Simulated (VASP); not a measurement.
## HfB2 (nc): single point with PBE

Crystal: HfB2 (nc).

```xyz
3
Lattice="3.1453 0.0000 0.0000 -1.5726 2.7239 0.0000 0.0000 0.0000 3.4885" Properties=species:S:1:pos:R:3 pbc="T T T"
Hf    0.0000    0.0000    0.0000
B     0.0000    1.8159    1.7442
B     1.5726    0.9080    1.7442
```

```yaml
Program: VASP 6.6.1
Task: single point
Functional: PBE
Potentials_or_basis: VASP PAW PBE potentials, release 64 (Hf_pv, B)
Cutoff: 520 eV
k_mesh: 15 × 15 × 12
Occupations: gaussian, width 0.1 eV
Spin: no spin polarisation
Dipole_correction: no
Further_INCAR_settings: ALGO = Normal; EDIFF = 1e-06; NBANDS = 15
```

```json
{
  "Pressure": "-0.5 GPa",
  "Band gap on the k mesh": "none (metal or under the smearing width)"
}
```

Stress tensor (GPa, compression positive):
```
-0.55  0.00  0.00
 0.00 -0.55  0.00
 0.00  0.00 -0.35
```

Levels at points of the mesh, in eV from the Fermi level:
```csv
k point,band 6,band 7,band 8,band 9,band 10,band 11
"(0.00, 0.00, 0.00)",-2.91,-2.91,-2.82,3.97,3.97,4.60
"(0.00, 0.00, 0.50)",-1.22,-1.22,0.30,0.30,0.97,0.97
```

Run time: 28 s on 1 thread of Intel(R) Xeon(R) 6975P-C (Granite Rapids) (shared host), peak memory 0.21 GiB.

Spin-orbit coupling is left out, which matters for the levels of Hf.
